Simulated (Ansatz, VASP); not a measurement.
Two plane-wave programs on Tc

INCAR

```
ALGO = Fast
EDIFF = 1E-6
ENCUT = 520
GGA = PE
ISIF = 2
ISMEAR = 0
LASPH = T
LCHARG = T
LELF = T
LREAL = F
LVHAR = T
LWAVE = F
NBANDS = 12
NELM = 100
PREC = Accurate
SIGMA = 0.05
```

Contents of KPOINTS:

```
k-points
0
Gamma
  18 18 18
```

Contents of POSCAR:

```
Tc
1.0
    0.0000000000      1.9358960586      1.9358960586
    1.9358960586      0.0000000000      1.9358960586
    1.9358960586      1.9358960586      0.0000000000
Tc
1
Direct
    0.0000000000      0.0000000000      0.0000000000
```

Input for Ansatz:

```yaml
crystal:
  lattice:
    - [0.0, 1.9358960586, 1.9358960586]
    - [1.9358960586, 0.0, 1.9358960586]
    - [1.9358960586, 1.9358960586, 0.0]
  atoms:
    - { symbol: Tc, position: [0.0, 0.0, 0.0] }
basis:
  ecutwfc: 600
  ecutrho_ratio: 5
kpoints:
  mp_grid: { grid: [18, 18, 18] }
hamiltonian:
  xc: pbe
scf:
  occupations: { method: gaussian, width: 0.05 }
output:
  forces: true
  stress: true
  eigenvalues: true
```

Alike in both runs: task single point; functional PBE; k mesh 18 × 18 × 18; occupations gaussian, width 0.05 eV; no spin polarisation.

```csv
,VASP,Ansatz
version,VASP 6.6.1,Ansatz 0.2.0
potentials or method,"VASP PAW PBE potentials, release 64 (Tc_pv)","scalar-relativistic, plane waves, PAW"
plane-wave cutoff (eV),520,600
valence electrons in the cell,13,15
```

VASP gave:

```
gap on the k mesh at the Fermi level (eV) : none
pressure (GPa)                            : -0.7
```

**Question.** What did Ansatz give for the same quantities?

**Answer.** gap on the k mesh at the Fermi level (eV): none; pressure (GPa): 0.0.

A gap of «none» marks a metal or a gap that the smearing closes. The two sets of potentials don't hold the same shells in valence.
